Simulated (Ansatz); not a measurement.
**Hf, fcc: how the functional moves the structure**

All rows: Ansatz, plane waves with scalar-relativistic PAW, 420 eV (500 eV for the SCAN forms), relaxed under each functional, no dispersion correction, no zero-point motion. B₀ comes from uniform scaling at fixed shape; a dash is a value not given.

```
functional  V (Å³/atom)         cell  B₀ (GPa)     magnetic state  ΔE to hcp (meV/atom)
       PBE        22.58  a = 4.487 Å       101  spin not included                    71
    r²SCAN        22.46  a = 4.479 Å       103  spin not included                    84
    PBEsol        21.58  a = 4.419 Å       108  spin not included                    68
       LDA        20.73  a = 4.361 Å       116  spin not included                    63
    revPBE        23.05  a = 4.518 Å        98  spin not included                    71
      RPBE        23.25  a = 4.530 Å        97  spin not included                    71
      BLYP        23.17  a = 4.526 Å        97  spin not included                    70
```

LDA gives the smallest volume and RPBE the largest.
